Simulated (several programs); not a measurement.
**What each method gives for NaH (rocksalt)**

Measured values to be reproduced:
- volume: 14.55 Å³ an atom (from the lattice constants; cubic cell parameter a; 300 K; “Revisiting the Hydrogen Storage Behavior of the Na-O-H System”; NaH phase in a ball-milled two-phase NaH-NaOH mixture (44 wt% NaH); room temperature; 2015; pmc:5455565)

Rocksalt NaH, relaxed with r2SCAN in Ansatz, was computed with several methods. The symmetry is Fm-3m (No. 225, cubic); a = 4.795 Å in the conventional setting, 13.78 Å³ an atom. Na has 6 H at 2.40 Å; H has 6 Na at 2.40 Å. (Simulation; spin polarisation is off.)

```cif
data_structure
_symmetry_space_group_name_H-M 'P 1'
_symmetry_Int_Tables_number 1
_cell_length_a 3.3906
_cell_length_b 3.3906
_cell_length_c 3.3906
_cell_angle_alpha 60.000
_cell_angle_beta 60.000
_cell_angle_gamma 60.000
_cell_volume 27.56
loop_
_atom_site_label
_atom_site_type_symbol
_atom_site_fract_x
_atom_site_fract_y
_atom_site_fract_z
_atom_site_occupancy
Na1 Na 0.00000 0.00000 0.00000 1
H1 H 0.50000 0.50000 0.50000 1
```

Gaps and times are for a single point on this cell; volume and bulk modulus come from each method's own relaxation or energy curve at fixed shape. Times are rough, from shared hosts (Intel Xeon 6975P-C; NVIDIA H100 80GB HBM3), and each method has its own mesh and cell size. PM6 (MOPAC), PM7 (MOPAC), GFN1-xTB (tblite), GFN2-xTB (tblite) treat a cluster of cells at its zone centre, which samples few k points: where these miss a band edge, the gap comes out too large for that reason alone. Gaps from k meshes are read at a limited set of points (mesh, symmetry points, PBE's band edges), so each method's own least gap may be somewhat smaller. xTB and the PM methods were fitted mostly to molecules, and can miss a solid's gap by electronvolts. Minimal bases can be far off for gaps. Times of the plane-wave ladder aren't listed, since it ran on unlike processors and cards. GLLB-SC's gap includes the derivative discontinuity. G0W0 is at finite bands, cutoff and mesh. d marks a direct gap, i an indirect one (no mark: not told apart), a dash a value that wasn't computed or didn't pass its checks.

```json
{"method": "light PBE (260 eV and a coarse mesh)", "kind": "light plane-wave", "gap (eV)": "3.79 i", "own volume (Å³/atom)": "–", "bulk modulus (GPa)": "–", "atoms computed": "2", "processor time": "0.33 s"}
{"method": "PM7 (MOPAC)", "kind": "semi-empirical", "gap (eV)": "9.51", "own volume (Å³/atom)": "–", "bulk modulus (GPa)": "–", "atoms computed": "cluster", "processor time": "0.62 s"}
{"method": "PBE", "kind": "semilocal", "gap (eV)": "3.80 i", "own volume (Å³/atom)": "14.11", "bulk modulus (GPa)": "23", "atoms computed": "2", "processor time": "–"}
{"method": "PM6 (MOPAC)", "kind": "semi-empirical", "gap (eV)": "7.46", "own volume (Å³/atom)": "–", "bulk modulus (GPa)": "–", "atoms computed": "cluster", "processor time": "0.71 s"}
{"method": "r2SCAN", "kind": "semilocal", "gap (eV)": "4.40 i", "own volume (Å³/atom)": "13.78", "bulk modulus (GPa)": "24", "atoms computed": "2", "processor time": "–"}
{"method": "GFN1-xTB (tblite)", "kind": "tight binding", "gap (eV)": "7.87", "own volume (Å³/atom)": "–", "bulk modulus (GPa)": "–", "atoms computed": "cluster", "processor time": "1.7 s"}
{"method": "GLLB-SC (GPAW)", "kind": "model potential", "gap (eV)": "7.98", "own volume (Å³/atom)": "–", "bulk modulus (GPa)": "–", "atoms computed": "2", "processor time": "2.3 s"}
{"method": "GFN2-xTB (tblite)", "kind": "tight binding", "gap (eV)": "10.85", "own volume (Å³/atom)": "–", "bulk modulus (GPa)": "–", "atoms computed": "cluster", "processor time": "4.2 s"}
{"method": "PBE/SZV (CP2K)", "kind": "small basis", "gap (eV)": "1.18 i", "own volume (Å³/atom)": "–", "bulk modulus (GPa)": "–", "atoms computed": "2", "processor time": "11 s"}
{"method": "PBE/DZVP (CP2K)", "kind": "small basis", "gap (eV)": "3.42 i", "own volume (Å³/atom)": "–", "bulk modulus (GPa)": "–", "atoms computed": "2", "processor time": "15 s"}
{"method": "PBE/single zeta (GPAW)", "kind": "small basis", "gap (eV)": "3.97 i", "own volume (Å³/atom)": "–", "bulk modulus (GPa)": "–", "atoms computed": "2", "processor time": "16 s"}
{"method": "G0W0@r2SCAN (180 eV screening cutoff)", "kind": "many-body", "gap (eV)": "6.50", "own volume (Å³/atom)": "–", "bulk modulus (GPa)": "–", "atoms computed": "2", "processor time": "–"}
{"method": "G0W0@PBE (260 eV screening cutoff)", "kind": "many-body", "gap (eV)": "6.07", "own volume (Å³/atom)": "–", "bulk modulus (GPa)": "–", "atoms computed": "2", "processor time": "–"}
```

Against r2SCAN (4.40 eV) and with closed or daggered gaps left aside, the nearest gap at the points sampled is that of PBE/single zeta (GPAW) (-0.43 eV) and the farthest that of GFN2-xTB (tblite) (+6.45 eV). r2SCAN is only a yardstick of convenience: semilocal gaps usually lie below measured ones, which GLLB-SC and hybrids aim to mend.

Comparison with experiment:
- Volume, measured 14.55 Å³ an atom: PBE -3.1 %, r2SCAN -5.3 %.
The calculations are for a static lattice; samples hold vibrations, temperature and, in optical gaps, excitons. A measured value is shown where most reports agree with it, and only for the quantities listed.
